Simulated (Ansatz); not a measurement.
LiF: one input, then a changed one

The cell is COD entry 1010990, as deposited and not checked against the literature; nothing was relaxed. The listed cell was then made from it by scaling, straining or moving an atom.

First run: DFT, PBE, all-electron PAW with datasets made for the crystal, scalar-relativistic (Ansatz 0.2.0).

Command: `ansatz run input.yaml --threads 1 --pin off --max-ram 2048MiB --backend cpu --events-out ev --progress --plain --runs-dir out` The run took 8.4 s on 1 thread of Arm Neoverse V2, with other jobs on the host, peak memory 0.46 GiB.

```yaml
crystal:
  lattice:
    - [0.0, 2.014, 2.014]
    - [2.014, 0.0, 2.014]
    - [2.014, 2.014, 0.0]
  atoms:
    - { symbol: Li, position: [0.0172000993, 0.0172000993, 0.0172000993] }
    - { symbol: F, position: [0.5, 0.5, 0.5] }
kpoints:
  mp_grid: { grid: [10, 10, 10] }
scf:
  occupations: { method: fermi_dirac, width: 0.03 }
hamiltonian:
  xc: pbe
  pseudopotentials: { kind: all_electron, datasets: crystal }
output:
  forces: true
  stress: true
  eigenvalues: true
  efg: { contact_densities: true }
```

Result: converged; pressure 2.59 GPa; largest force 0.191 eV/Å; gap on the k mesh 9.04 eV; 7 SCF iterations.

A second input differs as follows:

```diff
@@ -11,4 +11,5 @@
 scf:
   occupations: { method: fermi_dirac, width: 0.03 }
+  max_iter: 75
 hamiltonian:
   xc: pbe
@@ -19,3 +20,4 @@
   eigenvalues: true
   efg: { contact_densities: true }
+total_charge: -4
```

Task: What is wrong with it, and what does the program do?

Result: The fault is a charge that the system can't hold (a charged periodic cell is solved on a neutralising background, which makes energy and pressure unphysical). The run converged; pressure 34.8 GPa; largest force 2.295 eV/Å; no gap on the k mesh; 10 SCF iterations. Such numbers aren't properties of the crystal. The log ends:
```
            electrostatic potential = -740.685227 V   contact ρ = 3139.266188 e/Å³
--- Band table (eV; the first three rows and the last of 116) ---
  k-point 0: bands = ["-19.4582", "0.7506", "0.7506", "0.7905", "6.5311", "20.5156", "20.9065", "20.9065"]
  k-point 1: bands = ["-19.4083", "0.2730", "0.7185", "0.7593", "6.9441", "18.3967", "19.9191", "19.9555"]
  k-point 2: bands = ["-19.2731", "-0.7586", "0.6374", "0.6752", "7.7057", "16.1580", "18.4967", "18.4977"]
  k-point 115: bands = ["-18.8721", "-2.8638", "0.4499", "0.4499", "8.0455", "15.1209", "16.0570", "16.0570"]
```
